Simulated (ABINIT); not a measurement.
# LiCl (Fm-3m): one start, several treatments of the self-energy

How much does the gap of LiCl (Fm-3m) depend on the approximation to the self-energy?

Method: PBE and many-body steps on it, plane waves, in ABINIT 10.8.3.

## 1. Starting point

It takes space group Fm-3m (No. 225, cubic). Conventional cell: a = 5.143 Å, b = 5.143 Å, c = 5.143 Å, α = 90.00°, β = 90.00°, γ = 90.00°. Li has 6 Cl at 2.57 Å nearest. Nearest to Cl lie 6 Li at 2.57 Å. Farther neighbours and most contacts between anions are not listed.

As a file:

```cif
data_structure
_symmetry_space_group_name_H-M 'Fm-3m'
_symmetry_Int_Tables_number 225
_cell_length_a 5.1430
_cell_length_b 5.1430
_cell_length_c 5.1430
_cell_angle_alpha 90.000
_cell_angle_beta 90.000
_cell_angle_gamma 90.000
_cell_volume 136.03
loop_
_atom_site_label
_atom_site_type_symbol
_atom_site_symmetry_multiplicity
_atom_site_Wyckoff_symbol
_atom_site_fract_x
_atom_site_fract_y
_atom_site_fract_z
_atom_site_occupancy
Li1 Li 4 a 0.00000 0.00000 0.00000 1
Cl1 Cl 4 b 0.50000 0.00000 0.00000 1
```

The cell and positions come from the Crystallography Open Database and are kept as given unless a step says otherwise.

## 2. Empty states on the mesh, 6×6×6 mesh, 300 bands

This step: ABINIT 10.8.3; DFT, PBE, plane waves, norm-conserving pseudopotentials.

The sums over transitions need many empty states on a uniform mesh; this step solves for them.

The input, run.abi:

```
acell 3*1.0 Angstrom
rprim 
  0.000000000000 2.571500000000 2.571500000000
  2.571500000000 0.000000000000 2.571500000000
  2.571500000000 2.571500000000 -0.000000000000
ntypat 2
znucl 3 17
natom 2
typat 1 2
xred 
  0.000000000000 0.000000000000 0.000000000000
  0.500000000000 0.500000000000 0.500000000000
pp_dirpath "pseudos"
pseudos "Li.upf, Cl.upf"
ecut 33
ngkpt 6 6 6
nshiftk 1
shiftk 0 0 0
kptopt 1
chksymbreak 0
irdden 1
istwfk *1
nband 300
prtvol 0
optdriver 6
gwr_task "HDIAGO"
paral_kgb 0
occopt 1
indata_prefix "in"
outdata_prefix "out"
tmpdata_prefix "tmp"
```

Run with:

```bash
$ OMP_NUM_THREADS=1 mpirun -n 4 abinit run.abi > log
```

Output:

```text
.Version 10.8.3 of ABINIT. v10.8.2 released Aug 2026.

 Symmetries : space group Fm -3 m (#225); Bravais cF (face-center cubic)
[... echo of the input left out ...]
== DATASET  1 ==================================================================
-   mpi_nproc: 4, omp_nthreads: 1 (-1 if OMP is not activated)

--- !DatasetInfo
iteration_state: {dtset: 1, }
dimensions: {natom: 2, nkpt: 16, mband: 300, nsppol: 1, nspinor: 1, nspden: 1, mpw: 2092, }
cutoff_energies: {ecut:  33.0, pawecutdg:  -1.0, }
[...]
Direct band gap semiconductor
 Fundamental gap:     6.285 (eV)
   VBM:     0.193 (eV) at k: [ 0.0000E+00,  0.0000E+00,  0.0000E+00]
   CBM:     6.477 (eV) at k: [ 0.0000E+00,  0.0000E+00,  0.0000E+00]
 Direct gap:         6.285 (eV) at k: [ 0.0000E+00,  0.0000E+00,  0.0000E+00]

== END DATASET(S) ==============================================================
================================================================================

 -outvars: echo values of variables after computation  --------
           etotal      0.0000000000E+00
            nband         300
             nkpt          16
          spgroup         225
 [... the other variables as echoed above ...]

 Calculation completed.
```

Elapsed: 35 s, on 4 MPI ranks of Arm Neoverse V1, shared host; peak memory 1.2 GiB.

This step gave:

| Property | Result |
| --- | --- |
| gap | 6.285 eV |
| k of the valence top | 0, 0, 0 |
| k of the conduction bottom | 0, 0, 0 |
| least direct gap | 6.285 eV |
| k points computed | 16 |
| lowest point of the top converged band, above the valence top | 227.1407 eV |

On this mesh the gap is 6.285 eV.

The density comes from a self-consistent run that is not shown.

## 3. Screening, 6×6×6 mesh, 292 bands, screening to 304.8 eV

The RPA dielectric matrix is built and inverted for each q.

This step: RPA screening on PBE, plane waves, norm-conserving pseudopotentials.

run.abi, as its differences from that of step 2:

```diff
@@ -20,10 +20,11 @@
 chksymbreak 0
-irdden 1
 istwfk *1
-nband 300
-prtvol 0
-optdriver 6
-gwr_task "HDIAGO"
-paral_kgb 0
 occopt 1
+irdwfk 1
+optdriver 3
+nband 292
+ecuteps 11.2
+inclvkb 2
+awtr 1
+symchi 1
 indata_prefix "in"
```

Output:

```text
.Version 10.8.3 of ABINIT. v10.8.2 released Aug 2026.

 Symmetries : space group Fm -3 m (#225); Bravais cF (face-center cubic)
[... echo of the input left out ...]
== DATASET  1 ==================================================================
-   mpi_nproc: 4, omp_nthreads: 1 (-1 if OMP is not activated)

--- !DatasetInfo
iteration_state: {dtset: 1, }
dimensions: {natom: 2, nkpt: 16, mband: 292, nsppol: 1, nspinor: 1, nspden: 1, mpw: 2092, }
cutoff_energies: {ecut:  33.0, pawecutdg:  -1.0, }
electrons: {nelect:   1.00000000E+01, charge:   0.00000000E+00, occopt:   1.00000000E+00, tsmear:   1.00000000E-02, }

 SCREENING: Calculation of the susceptibility and dielectric matrices

 Based on a program developped by R.W. Godby, V. Olevano, G. Onida, and L. Reining.
 Incorporated in ABINIT by V. Olevano, G.-M. Rignanese, and M. Torrent.
.Using double precision arithmetic ; gwpc =  8

[... cell and pseudopotentials left out ...]
--------------------------------------------------------------------------------

 ==== K-mesh for the wavefunctions ====
 Number of points in the irreducible wedge :    16
[... list of points left out ...]
 Together with 48 symmetry operations and time-reversal symmetry
 yields   216 points in the full Brillouin Zone.

 ==== Q-mesh for the screening function ====
 Number of points in the irreducible wedge :    16
[... list of points left out ...]
 Together with 48 symmetry operations and time-reversal symmetry
 yields   216 points in the full Brillouin Zone.

 setmesh: FFT mesh size selected  =    27x   27x   27
          total number of points  =        19683

 vcoul_init : cutoff-mode = AUXILIARY_FUNCTION
 q-points for optical limit:   1
     1)      0.000010    0.000020    0.000030

- screening: taking advantage of time-reversal symmetry
- Maximum band index for partially occupied states nbvw = 5
- Remaining bands to be divided among processors   nbcw = 287
- Number of bands treated by each node ~71

 Number of electrons calculated from density =   10.0000; Expected =   10.0000
 average of density, n =  0.043573
 r_s =    1.7629
 omega_plasma =   20.1355 [eV]

 calculating chi0 at frequencies [eV] :
  1    0.000000E+00    0.000000E+00
  2    0.000000E+00    2.013550E+01

--------------------------------------------------------------------------------
  q-point number  1        q = ( 0.000000, 0.000000, 0.000000) [r.l.u.]
--------------------------------------------------------------------------------
[... chi0 elements left out ...]
 For q-point:  0.000010 0.000020 0.000030
  dielectric constant =   2.7540
  dielectric constant without local fields =   3.2521

  Average fulfillment of the sum rule on Im[epsilon] for q-point    1 :     92.67  [%]
[... wings left out ...]
  q-point number  2        q = ( 0.166667, 0.000000, 0.000000) [r.l.u.]
--------------------------------------------------------------------------------
[... chi0 elements left out ...]
  Average fulfillment of the sum rule on Im[epsilon] for q-point    2 :     94.37  [%]

 [... 14 further q-points ...]
```

Run time: 5.9 min. Hardware: 4 MPI ranks; peak memory 2.3 GiB.

Numbers from this step:

```
ε∞ with local fields, on this mesh, along the program's q direction : 2.754
the same without local fields                                       : 3.252
plasma frequency                                                    : 20.14 eV
plane waves in the screening matrix                                 : 411
```

Local fields lower ε∞ by 15 %.

## 4. G0W0, Godby-Needs plasmon pole

The self-energy is evaluated for the states that the input lists, and the levels follow from it, in one-shot runs by the linearised quasiparticle equation.

This step: G0W0 on PBE, plane waves, norm-conserving pseudopotentials.

run.abi, as its differences from that of step 3:

```diff
@@ -23,8 +23,15 @@
 irdwfk 1
-optdriver 3
+optdriver 4
 nband 292
+gwcalctyp 0
+ecutsigx 33
+symsigma 1
+nkptgw 1
+kptgw 
+  0.0000000000 0.0000000000 0.0000000000
+bdgw 
+  3 9
 ecuteps 11.2
-inclvkb 2
-awtr 1
-symchi 1
+irdscr 1
+ppmodel 1
 indata_prefix "in"
```

Output:

```text
.Version 10.8.3 of ABINIT. v10.8.2 released Aug 2026.

 Symmetries : space group Fm -3 m (#225); Bravais cF (face-center cubic)
[... echo of the input left out ...]
== DATASET  1 ==================================================================
-   mpi_nproc: 4, omp_nthreads: 1 (-1 if OMP is not activated)

--- !DatasetInfo
iteration_state: {dtset: 1, }
dimensions: {natom: 2, nkpt: 16, mband: 292, nsppol: 1, nspinor: 1, nspden: 1, mpw: 2092, }
cutoff_energies: {ecut:  33.0, pawecutdg:  -1.0, }
electrons: {nelect:   1.00000000E+01, charge:   0.00000000E+00, occopt:   1.00000000E+00, tsmear:   1.00000000E-02, }

 SIGMA: Calculation of the GW corrections

 Based on a program developped by R.W. Godby, V. Olevano, G. Onida, and L. Reining.
 Incorporated in ABINIT by V. Olevano, G.-M. Rignanese, and M. Torrent.
.Using double precision arithmetic ; gwpc =  8

[... cell and pseudopotentials left out ...]
--------------------------------------------------------------------------------

 ==== K-mesh for the wavefunctions ====
 Number of points in the irreducible wedge :    16
[... list of points left out ...]
 Together with 48 symmetry operations and time-reversal symmetry
 yields   216 points in the full Brillouin Zone.

 ==== Q-mesh for screening function ====
 Number of points in the irreducible wedge :    16
[... list of points left out ...]
 Together with 48 symmetry operations and time-reversal symmetry
 yields   216 points in the full Brillouin Zone.

 vcoul_init : cutoff-mode = AUXILIARY_FUNCTION
 q-points for optical limit:   1
     1)      0.000010    0.000020    0.000030
 setmesh: FFT mesh size selected  =    36x   36x   36
          total number of points  =        46656

 Number of electrons calculated from density =   10.0000; Expected =   10.0000
 average of density, n =  0.043573
 r_s =    1.7629
 omega_plasma =   20.1355 [eV]

 === KS Band Gaps ===
  >>>> For spin  1
   Minimum direct gap =   6.2845 [eV], located at k-point      :   0.0000  0.0000  0.0000
   Fundamental gap    =   6.2845 [eV], Top of valence bands at :   0.0000  0.0000  0.0000
                                       Bottom of conduction at :   0.0000  0.0000  0.0000
 SIGMA fundamental parameters:
 PLASMON POLE MODEL  1
 number of plane-waves for SigmaX                 2085
 number of plane-waves for SigmaC and W            411
 number of plane-waves for wavefunctions          2085
 number of bands                                   292
 number of independent spin polarizations            1
 number of spinorial components                      1
 number of k-points in IBZ                          16
 number of q-points in IBZ                          16
 number of symmetry operations                      48
 number of k-points in BZ                          216
 number of q-points in BZ                          216
 number of frequencies for dSigma/dE                 9
 frequency step for dSigma/dE [eV]                0.25
 number of omega for Sigma on real axis              0
 max omega for Sigma on real axis  [eV]           0.00
 zcut for avoiding poles [eV]                     0.10

 EPSILON^-1 parameters (SCR file):
 dimension of the eps^-1 matrix on file            411
 dimension of the eps^-1 matrix used               411
 number of plane-waves for wavefunctions          2085
 number of bands                                   292
 number of q-points in IBZ                          16
 number of frequencies                               2
 number of real frequencies                          1
 number of imag frequencies                          1

 matrix elements of self-energy operator (all in [eV])

 Perturbative Calculation

--- !SelfEnergy_ee
iteration_state: {dtset: 1, }
kpoint     : [   0.000,    0.000,    0.000, ]
spin       : 1
KS_gap     :    6.285
QP_gap     :    9.040
Delta_QP_KS:    2.755
data: !SigmaeeData |
     Band     E0 <VxcDFT>   SigX SigC(E0)      Z dSigC/dE  Sig(E)    E-E0       E
        3   0.193 -14.693 -19.029   1.735   0.802  -0.247 -16.778  -2.085  -1.892
        4   0.193 -14.693 -19.029   1.735   0.802  -0.247 -16.778  -2.085  -1.892
        5   0.193 -14.693 -19.029   1.735   0.802  -0.247 -16.778  -2.085  -1.892
        6   6.477  -9.170  -4.732  -3.646   0.846  -0.181  -8.500   0.670   7.147
        7  11.985  -9.607  -4.365  -3.857   0.840  -0.191  -8.444   1.162  13.147
        8  11.985  -9.607  -4.365  -3.857   0.840  -0.191  -8.444   1.162  13.147
        9  11.985  -9.607  -4.365  -3.857   0.840  -0.191  -8.444   1.162  13.147

== END DATASET(S) ==============================================================
================================================================================

 -outvars: echo values of variables after computation  --------
           etotal      0.0000000000E+00
            nband         292
             nkpt          16
          spgroup         225
 [... the other variables as echoed above ...]

 Calculation completed.
```

Run time: 66 s. Hardware: 4 MPI ranks; peak memory 2.5 GiB.

Numbers from this step:

| Quantity | Value |
| --- | --- |
| G0W0 gap on the points computed | 9.039 eV |
| starting gap on the mesh | 6.285 eV |
| k of the valence top | 0, 0, 0 |
| k of the conduction bottom | 0, 0, 0 |
| Z at the valence top | 0.802 |
| Z at the conduction bottom | 0.846 |
| least direct G0W0 gap on the computed points | 9.039 eV |

The gap on the mesh goes from 6.28 eV to 9.04 eV, a correction of +2.75 eV.

## 5. G0W0, Hybertsen-Louie plasmon pole

run.abi, as its differences from that of step 4:

```diff
@@ -35,3 +35,3 @@
 irdscr 1
-ppmodel 1
+ppmodel 2
 indata_prefix "in"
```

Output:

```text
.Version 10.8.3 of ABINIT. v10.8.2 released Aug 2026.

 Symmetries : space group Fm -3 m (#225); Bravais cF (face-center cubic)
[... echo of the input left out ...]
== DATASET  1 ==================================================================
-   mpi_nproc: 4, omp_nthreads: 1 (-1 if OMP is not activated)

--- !DatasetInfo
iteration_state: {dtset: 1, }
dimensions: {natom: 2, nkpt: 16, mband: 292, nsppol: 1, nspinor: 1, nspden: 1, mpw: 2092, }
cutoff_energies: {ecut:  33.0, pawecutdg:  -1.0, }
electrons: {nelect:   1.00000000E+01, charge:   0.00000000E+00, occopt:   1.00000000E+00, tsmear:   1.00000000E-02, }

 SIGMA: Calculation of the GW corrections

 Based on a program developped by R.W. Godby, V. Olevano, G. Onida, and L. Reining.
 Incorporated in ABINIT by V. Olevano, G.-M. Rignanese, and M. Torrent.
.Using double precision arithmetic ; gwpc =  8

[... cell and pseudopotentials left out ...]
--------------------------------------------------------------------------------

 ==== K-mesh for the wavefunctions ====
 Number of points in the irreducible wedge :    16
[... list of points left out ...]
 Together with 48 symmetry operations and time-reversal symmetry
 yields   216 points in the full Brillouin Zone.

 ==== Q-mesh for screening function ====
 Number of points in the irreducible wedge :    16
[... list of points left out ...]
 Together with 48 symmetry operations and time-reversal symmetry
 yields   216 points in the full Brillouin Zone.

 vcoul_init : cutoff-mode = AUXILIARY_FUNCTION
 q-points for optical limit:   1
     1)      0.000010    0.000020    0.000030
 setmesh: FFT mesh size selected  =    36x   36x   36
          total number of points  =        46656

 Number of electrons calculated from density =   10.0000; Expected =   10.0000
[...]
number of q-points in BZ                          216
 number of frequencies for dSigma/dE                 9
 frequency step for dSigma/dE [eV]                0.25
 number of omega for Sigma on real axis              0
 max omega for Sigma on real axis  [eV]           0.00
 zcut for avoiding poles [eV]                     0.10

 EPSILON^-1 parameters (SCR file):
 dimension of the eps^-1 matrix on file            411
 dimension of the eps^-1 matrix used               411
 number of plane-waves for wavefunctions          2085
 number of bands                                   292
 number of q-points in IBZ                          16
 number of frequencies                               2
 number of real frequencies                          1
 number of imag frequencies                          1

 matrix elements of self-energy operator (all in [eV])

 Perturbative Calculation

--- !SelfEnergy_ee
iteration_state: {dtset: 1, }
kpoint     : [   0.000,    0.000,    0.000, ]
spin       : 1
KS_gap     :    6.285
QP_gap     :    9.324
Delta_QP_KS:    3.040
data: !SigmaeeData |
     Band     E0 <VxcDFT>   SigX SigC(E0)      Z dSigC/dE  Sig(E)    E-E0       E
        3   0.193 -14.693 -19.029   1.236   0.836  -0.196 -17.285  -2.592  -2.399
        4   0.193 -14.693 -19.029   1.236   0.836  -0.196 -17.285  -2.592  -2.399
        5   0.193 -14.693 -19.029   1.236   0.836  -0.196 -17.285  -2.592  -2.399
        6   6.477  -9.170  -4.732  -3.926   0.874  -0.144  -8.722   0.448   6.925
        7  11.985  -9.607  -4.365  -4.126   0.871  -0.148  -8.635   0.972  12.957
        8  11.985  -9.607  -4.365  -4.126   0.871  -0.148  -8.635   0.972  12.957
        9  11.985  -9.607  -4.365  -4.126   0.871  -0.148  -8.635   0.972  12.957

== END DATASET(S) ==============================================================
================================================================================

 -outvars: echo values of variables after computation  --------
           etotal      0.0000000000E+00
            nband         292
             nkpt          16
          spgroup         225
 [... the other variables as echoed above ...]

 Calculation completed.
```

The job ended after 65 s (4 MPI ranks; peak memory 2.4 GiB; 4.3 min of CPU time).

This step gave:

| Property | Result |
| --- | --- |
| G0W0 gap on the points computed | 9.324 eV |
| starting gap on the mesh | 6.285 eV |
| k of the valence top | 0, 0, 0 |
| k of the conduction bottom | 0, 0, 0 |
| Z at the valence top | 0.836 |
| Z at the conduction bottom | 0.874 |
| least direct G0W0 gap on the computed points | 9.324 eV |

Against G0W0 in ABINIT (6×6×6 mesh, 292 bands, screening to 304.8 eV, Godby-Needs plasmon pole), the gap moves by +0.285 eV.

## 6. G0W0, von der Linden-Horsch plasmon pole

run.abi, as its differences from that of step 5:

```diff
@@ -35,3 +35,3 @@
 irdscr 1
-ppmodel 2
+ppmodel 3
 indata_prefix "in"
```

Output:

```text
.Version 10.8.3 of ABINIT. v10.8.2 released Aug 2026.

 Symmetries : space group Fm -3 m (#225); Bravais cF (face-center cubic)
[... echo of the input left out ...]
== DATASET  1 ==================================================================
-   mpi_nproc: 4, omp_nthreads: 1 (-1 if OMP is not activated)

--- !DatasetInfo
iteration_state: {dtset: 1, }
dimensions: {natom: 2, nkpt: 16, mband: 292, nsppol: 1, nspinor: 1, nspden: 1, mpw: 2092, }
cutoff_energies: {ecut:  33.0, pawecutdg:  -1.0, }
[...]
7  11.985  -9.607  -4.365  -4.279   0.893  -0.120  -8.748   0.859  12.844
        8  11.985  -9.607  -4.365  -4.279   0.893  -0.120  -8.748   0.859  12.844
        9  11.985  -9.607  -4.365  -4.279   0.893  -0.120  -8.748   0.859  12.844

== END DATASET(S) ==============================================================
================================================================================

 -outvars: echo values of variables after computation  --------
           etotal      0.0000000000E+00
            nband         292
             nkpt          16
          spgroup         225
 [... the other variables as echoed above ...]

 Calculation completed.
```

It took 27 s on 4 MPI ranks; peak memory 2 GiB.

This step gave:

| Quantity | Value |
| --- | --- |
| G0W0 gap on the points computed | 9.294 eV |
| starting gap on the mesh | 6.285 eV |
| k of the valence top | 0, 0, 0 |
| k of the conduction bottom | 0, 0, 0 |
| least direct G0W0 gap on the computed points | 9.294 eV |

Against G0W0 in ABINIT (6×6×6 mesh, 292 bands, screening to 304.8 eV, Godby-Needs plasmon pole), the gap moves by +0.255 eV.

[end of part 1 of 2]

[Paths, hosts, dates, memory and timing lines, banners, echoed tables and standing remarks are left out of the program output.]

[Logs are printed without paths, hosts, clocks, repeated set-up lines and the standing remarks that a program may print on its own settings, such as how far it seeks lower states.]

[Runs of the session that timed out or met a known fault of the program may be left out.]

[Hosts, paths, dates, database ids (printed as entryN), source tags and the programs' standing remarks are cut or masked in the printed files.]

[G0W0 gaps are taken among the corrected bands and points alone; a level outside them can change the order at an edge.]

[Where Ansatz stands beside ABINIT at settings called matched, ABINIT's density can come from a denser mesh and the files from another edition; pairs whose starting gaps differed by over 0.03 eV were left out, so agreement reads better than it is.]
